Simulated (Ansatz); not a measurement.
A one-shot G0W0 calculation of a 2-atom cell of AlAs started from a crystallographic database with the PAW code Ansatz, at the level G0W0@PBE with 136 empty bands, a screening cutoff of 120 eV and a 4×4×4 mesh. The geometry is the r2SCAN minimum.

```yaml
crystal:
  lattice:
    - [0.0, 2.8389251756, 2.8389251756]
    - [2.8389251756, 0.0, 2.8389251756]
    - [2.8389251756, 2.8389251756, 0.0]
  atoms:
    - { symbol: Al, position: [0.0, 0.0, 0.0] }
    - { symbol: As, position: [0.25, 0.25, 0.25] }
kpoints:
  mp_grid: { grid: [4, 4, 4] }
hamiltonian:
  xc: pbe
scf:
  occupations: { method: fixed }
gw:
  n_empty_bands: 136
  ecut_chi: 120
  qp_bands: [v2, c2]
  qp_kpoints: band_edges
  screening: { model: contour_deformation }
```

In the abridged output below, numbers in square brackets stand for lines, or ends of lines, that were taken out.
```
Functional definition: PBE
Crystal: 2 atoms, lattice volume = 45.761 Å³
Basis set: ecut = 420 eV, 893 PW (Γ)
Bands: 13, of which v1, the nominal top of the filled ones, is band 9 counted from 1 (8 counted from 0)
Symmetry: 24 space group operations
Space group: F-43m (ITA 216)
k-points: 8 of 64 (time reversal used)
preconditioner: auto → none  [insulator: Δε(μ)=1.435 eV  ℏωp=15.5 eV]
SCF 1 converged in 7 iterations: F = -5394.493108 eV  dr2 = 4.35e-11
Free energy (F): -5394.493108 eV
Fermi energy:    6.308041 eV
--- Band table (eV; the first three rows and the last of 8) ---
  k-point 0: bands = […, -28.0022, -28.0022, -5.5054, 6.3080, 6.3080, 6.3080, 8.2841, 10.5681, 10.5681, 10.5681]
  k-point 1: bands = […, -28.0021, -28.0021, -4.9342, 2.9351, 5.8325, 5.8325, 8.8759, 11.1898, 11.1898, 12.7042]
  k-point 2: bands = […, -28.0020, -28.0020, -4.1029, 0.7715, 5.4888, 5.4888, 8.4058, 10.9667, 10.9667, 14.0337]
  k-point 7: bands = […, -28.0024, -28.0017, -3.5286, 1.2363, 3.1627, 3.5106, 10.6204, 11.8970, 11.9656, 12.3467]
--- G₀W₀: contour deformation, 7 samples at zero and on the imaginary axis and 2 off it, 64 q-points, 136 empty bands' worth ---
    ik  band        ε_KS         Σx   Σc(E_QP)       V_xc       Z   E_QP_lin       E_QP  E_QP is
     0     8      6.3080   -15.9476     1.4022   -13.9117  0.7687     5.6694     5.6745  root
     0     9      6.3080  [1]
     0    10      8.2841    -9.3235    -4.1110   -13.7884  0.7794     8.6395     8.6380  root
     0    11     10.5681    -6.5570    -4.4086   -11.1574  0.7625    10.7604    10.7598  root
     1     8      5.8325   -15.7730     1.5190   -13.6058  0.7649     5.1785     5.1842  root
     1     9      5.8325   -15.7730     1.5190   -13.6058  0.7649     5.1785     5.1842  root
     1    10      8.8759    -7.8245    -4.0952   -12.1548  0.7768     9.1118     9.1111  root
     1    11     11.1898    -6.3153    -4.5830   -11.0731  0.7538    11.3652    11.3646  root
     2     8      5.4888   -15.8185     1.6661   -13.4839  0.7615     4.8137     4.8202  root
     2     9      5.4888  [2]
     2    10      8.4058    -7.7792    -3.9593   -11.9443  0.7800     8.6122     8.6117  root
     2    11     10.9667    -5.7102    -4.4797   -10.3250  0.7619    11.1021    11.1017  root
     3     8      4.9768   -15.3894     1.7744   -12.9309  0.7572     4.2852     4.2928  root
     3     9      4.9768   -15.3894     1.7744   -12.9309  0.7572     4.2852     4.2928  root
     3    10      8.8769    -6.0718    -3.9884   -10.1296  0.7789     8.9463     8.9463  root
     3    11     10.0510  [3]
     4     8      3.6016   -14.8552     2.1521   -12.0078  0.7386     2.8958     2.9064  root
     4     9      4.7063   -15.4688     1.9006   -12.8696  0.7537     3.9992     4.0076  root
     4    10      8.8555    -5.9554    -3.9815    -9.9888  0.7811     8.9074     8.9074  root
     4    11     11.4443    -6.8121    -4.5416   -11.4820  0.7543    11.5728    11.5725  root
     6     8      4.1525   -15.4387     2.1354   -12.5815  0.7460     3.4201     3.4307  root
     6     9      4.1525   -15.4387     2.1354   -12.5815  0.7460     3.4201     3.4307  root
     6    10      7.7442    -5.3435    -3.7598    -9.0706  0.7874     7.7116     7.7115  root
     6    11      8.5909  [4]
```

The points are ik 0 = (0, 0, 0) (Γ), ik 1 = (0, 0, 1/4), ik 2 = (0, 0, -1/2) (L), ik 3 = (0, 1/4, 1/4), ik 4 = (0, 1/4, -1/2), ik 6 = (0, -1/2, -1/2) (X); band 9 is the last filled one.

Q: What stood in the gaps? They hold quasiparticle rows.

A:
```
[1]
     0     9      6.3080   -15.9476     1.4022   -13.9117  0.7687     5.6694     5.6745  root
[2]
     2     9      5.4888   -15.8185     1.6661   -13.4839  0.7615     4.8137     4.8202  root
[3]
     3    11     10.0510    -6.7253    -4.2513   -11.1178  0.7723    10.1925    10.1922  root
[4]
     6    11      8.5909    -6.3777    -3.8301   -10.2735  0.7840     8.6566     8.6565  root
```
The trailing digits, and the zero of the energies, depend on the potentials and thresholds.

Over the mesh points the PBE gap of 1.44 eV becomes a quasiparticle gap of 2.04 eV (Γ to X), a change of +0.60 eV. Renormalisation factors Z lie between 0.74 and 0.79. No extrapolation in bands, cutoff or mesh was made for G0W0.

Command: `ansatz run input.yaml --threads 2 --pin off --max-ram 2211MiB --backend cpu --events-out ev --progress --plain --runs-dir out`.

(Simulation; spin polarisation is off.)

The runs are scalar-relativistic, without spin-orbit coupling.
